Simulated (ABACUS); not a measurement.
**NiO: equation of state with PBEsol**

NiO:

```xyz
2
Lattice="0.0000 2.0859 2.0859 2.0859 0.0000 2.0859 2.0859 2.0859 0.0000" Properties=species:S:1:pos:R:3 pbc="T T T"
Ni    0.0000    0.0000    0.0000
O     2.0859    2.0859    2.0859
```

| Item | Value |
| --- | --- |
| Program | ABACUS 3.10.1 |
| Task | equation of state |
| Functional | PBEsol |
| Potentials or basis | PseudoDojo NC SR 0.4.1 PBEsol standard |
| Cutoff | 1361 eV |
| Density cutoff | 5442 eV |
| Basis | DZP LCAO (the cutoffs set its grid) |
| k mesh | 10 × 10 × 10 |
| Occupations | fermi-dirac, width 0.05 eV |
| Spin | collinear spin, ferromagnetic start |
| Starting moments | [1.0, 0.0] μB |

| Property | Result |
| --- | --- |
| Equilibrium volume | 8.75 Å³/atom |
| Bulk modulus | 208 GPa |
| Pressure derivative of the bulk modulus | 6.8 (rough: it moves with the points fitted) |

Energy against volume, from the lowest point:
```tsv
volume (Å³/atom)	energy (meV/atom)
8.531	2.06
8.894	0.00
9.257	15.19
9.620	42.69
```

All runs of the series together: 47 s on 4 threads of AMD EPYC 9R14 (Zen 4), on a shared host.

Caveat: the atomic orbitals were generated for these runs and aren't a published set; the basis of atomic orbitals isn't converged, which shifts pressures, moduli and gaps.
